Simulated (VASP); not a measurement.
# O (Fmmm) in VASP: reference runs

Reference runs on O: the cell as given and a disturbed copy.

Program: VASP 6.6.1. These are calculated values, not measurements. Logs are shortened: lines on timing, memory, paths and dates and some standing lists are left out, and cuts for length are marked.

### 1 The structure

It takes space group Fmmm (No. 69, orthorhombic). The conventional cell has a = 3.004 Å, b = 3.780 Å, c = 7.798 Å, α = 90.00°, β = 90.00°, γ = 90.00°. O (site symmetry mm2) is surrounded by 1 O at 1.23 Å.

### 2 Single point, PBE

The input, INCAR:

```
SYSTEM = O
  PREC = Accurate
  ENCUT = 520
  EDIFF = 1E-7
  ISMEAR = -1
  SIGMA = 0.05
  LREAL = .FALSE.
  LASPH = .TRUE.
  NELM = 60
  ALGO = Normal
  ISIF = 2
  LWAVE = .FALSE.
  LCHARG = .FALSE.
  GGA = PE
  NBANDS = 13
```

The input, KPOINTS:

```
regular mesh
0
G
  12 12 12
  0 0 0
```

The input, POSCAR:

```
O
1.0
    0.0000000000      1.8898850000      3.8988370000
    1.5017730000      0.0000000000      3.8988370000
    1.5017730000      1.8898850000      0.0000000000
O
2
Direct
    0.5789020000      0.5789020000      0.4210980000
    0.4210980000      0.4210980000      0.5789020000
```

Potentials or basis: VASP PAW PBE potentials, release 64 (O).

The run is started by

```bash
$ cat potpaw_PBE.64/O/POTCAR > POTCAR
$ mpirun -np 1 vasp_std > vasp.out
```

OUTCAR:

```text
SYSTEM = O
   PREC = Accurate
   ENCUT = 520
   EDIFF = 1E-7
   ISMEAR = -1
   LREAL = .FALSE.
   LASPH = .TRUE.
   NELM = 60
   ISIF = 2
   GGA = PE

 ion  position               nearest neighbor table
   1  0.579  0.579  0.421-   2 1.23
   2  0.421  0.421  0.579-   1 1.23

  LATTYP: Found a face centered orthorhombic cell.
 ALAT       =     3.0035460000
 B/A-ratio  =     1.2584358621
 C/A-ratio  =     2.5961560103

  Lattice vectors:

 A1 = (   0.0000000000,   1.8898850000,   3.8988370000)
 A2 = (   1.5017730000,   0.0000000000,   3.8988370000)
 A3 = (   1.5017730000,   1.8898850000,   0.0000000000)

Analysis of symmetry for initial positions (statically):
=====================================================================
 Subroutine PRICEL returns:
 Original cell was already a primitive cell.

 Routine SETGRP: Setting up the symmetry group for a
 face centered orthorhombic supercell.

 Subroutine GETGRP returns: Found  8 space group operations
 (whereof  8 operations were pure point group operations)
 out of a pool of  8 trial point group operations.

The static configuration has the point symmetry D_2h.

Analysis of symmetry for dynamics (positions and initial velocities):
=====================================================================
 Subroutine PRICEL returns:
 Original cell was already a primitive cell.

 Routine SETGRP: Setting up the symmetry group for a
 face centered orthorhombic supercell.

 Subroutine GETGRP returns: Found  8 space group operations
 (whereof  8 operations were pure point group operations)
 out of a pool of  8 trial point group operations.

The dynamic configuration has the point symmetry D_2h.

 Subroutine INISYM returns: Found  8 space group operations
 (whereof  8 operations are pure point group operations),
 and found     1 'primitive' translations

----------------------------------------------------------------------------------------

                                     Primitive cell

  volume of cell :      22.1312

  direct lattice vectors                    reciprocal lattice vectors
     0.000000000  1.889885000  3.898837000    -0.332939798  0.264566363  0.128243371
     1.501773000  0.000000000  3.898837000     0.332939798 -0.264566363  0.128243371
     1.501773000  1.889885000  0.000000000     0.332939798  0.264566363 -0.128243371

  length of vectors
     4.332735310  4.178067986  2.413915379     0.444174101  0.444174101  0.444174101

  position of ions in fractional coordinates (direct lattice)
     0.578902000  0.578902000  0.421098000
     0.421098000  0.421098000  0.578902000

  ion indices of the primitive-cell ions
   primitive index   ion index
                 1           1
                 2           2

----------------------------------------------------------------------------------------

 KPOINTS: regular mesh

Automatic generation of k-mesh.
 Grid dimensions read from file:
 generate k-points for:   12   12   12

 Generating k-lattice:

  Cartesian coordinates                     Fractional coordinates (reciprocal lattice)
    -0.027744983  0.022047197  0.010686948     0.083333333  0.000000000  0.000000000
     0.027744983 -0.022047197  0.010686948     0.000000000  0.083333333  0.000000000
     0.027744983  0.022047197 -0.010686948     0.000000000  0.000000000  0.083333333

  Length of vectors
     0.037014508  0.037014508  0.037014508

  Shift w.r.t. Gamma in fractional coordinates (k-lattice)
     0.000000000  0.000000000  0.000000000

 Subroutine IBZKPT returns following result:
 ===========================================

 Found    280 irreducible k-points:

 Following reciprocal coordinates:
            Coordinates               Weight
  0.000000  0.000000  0.000000      1.000000
  0.083333  0.000000  0.000000      8.000000
  0.166667  0.000000  0.000000      8.000000
  0.250000  0.000000  0.000000      8.000000
  0.333333  0.000000  0.000000      8.000000
  0.416667  0.000000  0.000000      8.000000
[... 42 lines left out ...]
  0.500000  0.000000  0.083333      8.000000
 -0.416667 -0.000000  0.083333      8.000000
 [... further k-points ...]
   k-points           NKPTS =    280   k-points in BZ     NKDIM =    280   number of bands    NBANDS=     13
   number of dos      NEDOS =    301   number of ions     NIONS =      2
   total plane-waves  NPLWV =  18432
   dimension x,y,z NGX =    32 NGY =   32 NGZ =   18
   dimension x,y,z NGXF=    64 NGYF=   64 NGZF=   36
   ions per type =               2
   NGX,Y,Z   is equivalent  to a cutoff of  12.28, 12.73, 12.40 a.u.
   NGXF,Y,Z  is equivalent  to a cutoff of  24.56, 25.47, 24.79 a.u.
 SYSTEM =  O
   PREC   = accura    normal or accurate (medium, high low for compatibility)
   ISTART =      0    job   : 0-new  1-cont  2-samecut
   ICHARG =      2    charge: 1-file 2-atom 10-const
   ISPIN  =      1    spin polarized calculation?
   LNONCOLLINEAR =      F non collinear calculations
   LSORBIT =      F    spin-orbit coupling
   LASPH  =      T    aspherical Exc in radial PAW
   ENCUT  =  520.0 eV  38.22 Ry    6.18 a.u.   8.06  7.77  4.49*2*pi/ulx,y,z
   NELM   =     60;   NELMIN=  2; NELMDL= -5     # of ELM steps
   EDIFF  = 0.1E-06   stopping-criterion for ELM
   LREAL  =      F    real-space projection
   EDIFFG = 0.1E-05   stopping-criterion for IOM
   NSW    =      0    number of steps for IOM
   IBRION =     -1    ionic relax: 0-MD 1-quasi-New 2-CG
   NFREE  =      0    steps in history (QN), initial steepest desc. (CG)
   ISIF   =      2    stress and relaxation
   ISYM   =      2    0-nonsym 1-usesym 2-fastsym
   POTIM  = 0.5000    time-step for ionic-motion
   TEBEG  =    0.0;   TEEND  =   0.0 temperature during run
   PSTRESS=    0.0 pullay stress
   NELECT =      12.0000    total number of electrons
   NUPDOWN=      -1.0000    fix difference up-down
   EMIN   =  10.00;   EMAX   =-10.00  energy-range for DOS
   EFERMI =   0.00;   METHOD = LEGACY
   ISMEAR =    -1;   SIGMA  =   0.05  broadening in eV -4-tet -1-fermi 0-gaus
   EFERMI_NEDOS =   21; number of points for ismear=-14 and -15
   IALGO  =     38    algorithm
   IMIX   =      4    mixing-type and parameters
     AMIX     =   0.40;   BMIX     =  1.00
     AMIX_MAG =   1.60;   BMIX_MAG =  1.00
  volume/ion in A,a.u.               =      11.07        74.67
  Fermi-wavevector in a.u.,A,eV,Ry     =   1.334956  2.522701 24.247050  1.782108
  Thomas-Fermi vector in A             =   2.463698
   LORBIT       =      0    0 simple, 1 ext, 2 COOP (PROOUT), +10 PAW based schemes
   GGA     = PE    functional components
   LHFCALC =     F    Hartree Fock is set to
   AEXX    =    0.0000 exact exchange contribution
   IVDW    =     0    specifies the selected vdW correction
   LEPSILON=     F    determine dielectric tensor
   LRPA    =     F    only Hartree local field effects (RPA)
 non-spin polarized calculation
  energy-cutoff  :      520.00
  volume of cell :       22.13
 maximum number of plane-waves:       611
   NGX = 15   NGY = 15   NGZ =  9

 number of electron      11.9999998 magnetization

 Free energy of the ion-electron system (eV)
  ---------------------------------------------------
  ext. energy  EPLUGINS =         0.00000000
  ---------------------------------------------------
  free energy    TOTEN  =        -9.65498222 eV

  energy without entropy =       -9.64640882  energy(sigma->0) =       -9.65069552

 E-fermi :   0.4477     XC(G=0):  -9.5350

 val. band max:        0.4447649126   @ k =  -0.3333   0.4167   0.1667
 cond. band min:       0.4504726786   @ k =   0.4167  -0.2500   0.2500
 fundamental gap:      0.0057077661
 Fermi energy:         0.4477243434

 k-point     1 :       0.0000    0.0000    0.0000
  band No.  band energies     occupation
      1     -26.5849      2.00000
      2     -14.2603      2.00000
      3      -8.0610      2.00000
      4      -4.5847      2.00000
      5      -4.1077      2.00000
      6       1.6002      0.00000
      7       2.0125      0.00000
      8      10.5666      0.00000
      9      10.6067      0.00000
     10      13.1544      0.00000
     11      19.0042      0.00000
     12      21.5574      0.00000
     13      27.0169      0.00000

 k-point     2 :       0.0833    0.0000    0.0000
  band No.  band energies     occupation
      1     -26.5362      2.00000
      2     -14.2125      2.00000
      3      -8.0050      2.00000
      4      -4.7518      2.00000
      5      -4.2070      2.00000
      6       1.4585      0.00000
      7       1.9329      0.00000
      8      10.2818      0.00000
      9      11.0516      0.00000
     10      13.3781      0.00000
     11      19.2302      0.00000
     12      21.5658      0.00000
     13      26.2512      0.00000

 k-point     3 :       0.1667    0.0000    0.0000
  band No.  band energies     occupation
      1     -26.4006      2.00000
      2     -14.0768      2.00000
      3      -7.8673      2.00000
      4      -5.3526      2.00000
      5      -4.2730      2.00000
      6       0.9180      0.00016
      7       1.8842      0.00000
      8      10.0156      0.00000
      9      11.7548      0.00000
     10      14.0034      0.00000
     11      19.7529      0.00000
     12      21.3822      0.00000
     13      24.7340      0.00000

 k-point     4 :       0.2500    0.0000    0.0000
  band No.  band energies     occupation
      1     -26.2080      2.00000
      2     -13.8775      2.00000
      3      -7.7625      2.00000
      4      -6.0974      2.00000
      5      -4.2709      2.00000
      6       0.1316      1.99642
      7       1.8972      0.00000
      8       9.8059      0.00000
      9      12.5785      0.00000
     10      14.9367      0.00000
     11      19.7741      0.00000
     12      20.9841      0.00000
     13      23.5671      0.00000

 k-point     5 :       0.3333    0.0000    0.0000
  band No.  band energies     occupation
      1     -26.0065      2.00000
      2     -13.6600      2.00000
      3      -7.9223      2.00000
      4      -6.5224      2.00000
      5      -4.2524      2.00000
      6      -0.6423      2.00000
      7       1.9250      0.00000
      8       9.6850      0.00000
      9      13.4472      0.00000
     10      16.0309      0.00000
     11      18.5334      0.00000
     12      20.5046      0.00000
     13      23.6811      0.00000
[... 513 lines left out ...]
 k-point    38 :      -0.4167    0.3333   -0.0000
  band No.  band energies     occupation
      1     -26.1855      2.00000
      2     -14.2224      2.00000
      3      -7.1062      2.00000
      4      -6.0636      2.00000
      5      -4.2914      2.00000
      6       0.1748      1.99152
      7       1.9497      0.00000
      8       7.8538      0.00000
      9      13.7574      0.00000
     10      14.8166      0.00000
     11      19.1881      0.00000
     12      22.6826      0.00000
     13      27.8533      0.00000

 k-point    39 :      -0.3333    0.3333    0.0000
  band No.  band energies     occupation
      1     -25.9919      2.00000
      2     -13.8870      2.00000
      3      -7.6707      2.00000
      4      -6.3298      2.00000
      5      -4.2660      2.00000
      6      -0.6232      2.00000
      7       1.9587      0.00000
      8       8.4980      0.00000
      9      15.0084      0.00000
     10      15.2809      0.00000
     11      17.6167      0.00000
     12      21.4257      0.00000
     13      27.1359      0.00000

 k-point    40 :       0.4167    0.4167    0.0000
  band No.  band energies     occupation
      1     -26.5505      2.00000
      2     -14.7764      2.00000
      3      -6.9342      2.00000
      4      -4.6322      2.00000
      5      -4.1308      2.00000
      6       1.7184      0.00000
      7       2.0701      0.00000
      8       6.9152      0.00000
      9      11.3564      0.00000
     10      14.0870      0.00000
     11      20.8911      0.00000
     12      24.8105      0.00000
     13      28.7644      0.00000

 [... further k-points ...]

------------------------ aborting loop because EDIFF is reached ----------------------------------------

  FORCE on cell =-STRESS in cart. coord.  units (eV):
  Direction    XX          YY          ZZ          XY          YZ          ZX
  --------------------------------------------------------------------------------------
  -------------------------------------------------------------------------------------
  Total        0.3047567     -0.0829395      0.1056552      0.0000000      0.0000000      0.0000000
  in kB       22.0627215     -6.0043690      7.6488583      0.0000000      0.0000000      0.0000000
  external PRESSURE =       7.9024036 kB  Pullay stress =       0.0000000 kB

 VOLUME and BASIS-vectors are now :
 -----------------------------------------------------------------------------
  energy-cutoff  :      520.00
  volume of cell :       22.13
      direct lattice vectors                 reciprocal lattice vectors
     0.000000000  1.889885000  3.898837000    -0.332939798  0.264566363  0.128243371
     1.501773000  0.000000000  3.898837000     0.332939798 -0.264566363  0.128243371
     1.501773000  1.889885000  0.000000000     0.332939798  0.264566363 -0.128243371

 POSITION                                       TOTAL-FORCE (eV/Angst)
 -----------------------------------------------------------------------------------
      1.50177      1.88989      4.51409         0.000000      0.000000     -0.121007
      1.50177      1.88989      3.28358         0.000000      0.000000      0.121007
 -----------------------------------------------------------------------------------
    total drift:                                0.000000      0.000000      0.000000

  FREE ENERGIE OF THE ION-ELECTRON SYSTEM (eV)
  ---------------------------------------------------
  free  energy   TOTEN  =        -9.6549822202 eV

  energy  without entropy=       -9.6464088183  energy(sigma->0) =       -9.65069552
```

Run time: 93 s. Hardware: 1 thread of AMD EPYC 7R13 (Zen 3), shared host; peak memory 0.15 GiB.

Results:

```
Free energy            : -9.6550 eV
Pressure               : 0.8 GPa
Largest force          : 0.121 eV/Å
Band gap on the k mesh : none (metal or under the smearing width)
```

Forces on the atoms (eV/Å):
```
O    0.000  0.000 -0.121
O    0.000  0.000  0.121
```

Stress tensor (GPa, compression positive):
```
 2.21  0.00  0.00
 0.00 -0.60  0.00
 0.00  0.00  0.76
```

Caveat: the standard files for N, O and F lose accuracy on very short bonds; spin is off for a triplet molecule.

(Part 1 of 2 ends here.)
